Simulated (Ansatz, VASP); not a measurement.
**One calculation of InSb, two programs**

Contents of INCAR:

```
ALGO     = Normal         # electronic algorithm
EDIFF    = 1E-7           # SCF threshold, eV
ENCUT    = 520            # plane-wave cutoff, eV
GGA      = PE             # functional
ISIF     = 2              # what is computed and relaxed
ISMEAR   = -1             # smearing method
LASPH    = True           # aspherical terms in the spheres
LCHARG   = True           # write CHGCAR
LELF     = True           # ELF
LREAL    = False          # projectors in reciprocal space
LVHAR    = True         
LWAVE    = False          # write WAVECAR
NBANDS   = 16             # bands
NELM     = 100            # most SCF steps
PREC     = Accurate       # precision mode
SIGMA    = 0.05           # smearing width, eV
```

File KPOINTS:

```
k-points
0
Gamma
  7 7 7
```

Contents of POSCAR:

```
InSb
1.0
    0.0000000000      3.2391000000      3.2391000000
    3.2391000000      0.0000000000      3.2391000000
    3.2391000000      3.2391000000      0.0000000000
In Sb
1 1
Direct
    0.0000000000      0.0000000000      0.0000000000
    0.7500000000      0.7500000000      0.7500000000
```

Input for Ansatz:

```yaml
crystal:
  lattice:
    - [0.0, 3.2391, 3.2391]
    - [3.2391, 0.0, 3.2391]
    - [3.2391, 3.2391, 0.0]
  atoms:
    - { symbol: In, position: [0.0, 0.0, 0.0] }
    - { symbol: Sb, position: [0.75, 0.75, 0.75] }
kpoints:
  mp_grid: { grid: [7, 7, 7] }
scf:
  occupations: { method: fermi_dirac, width: 0.05 }
hamiltonian:
  xc: pbe
  pseudopotentials: { kind: all_electron, lapw: { basis_error: 0.00025 } }
output:
  forces: true
  stress: true
  eigenvalues: true
```

Alike in both runs: task single point; functional PBE; k mesh 7 × 7 × 7; occupations fermi-dirac, width 0.05 eV; no spin polarisation.

|  | VASP | Ansatz |
| --- | --- | --- |
| version | VASP 6.6.1 | Ansatz 0.2.0 |
| potentials or method | VASP PAW PBE potentials, release 64 (In_d, Sb) | all-electron LAPW, scalar-relativistic |
| plane-wave cutoff (eV) | 520 | see its input |

|  | VASP | Ansatz | Ansatz less VASP |
| --- | --- | --- | --- |
| pressure (GPa) | 3.2 | 3.2 | +0.03 |

Ansatz ran all-electron here, so the differences hold the error of VASP's frozen core and of both bases.

The runs have no spin-orbit coupling, so splittings on Sb are missing.
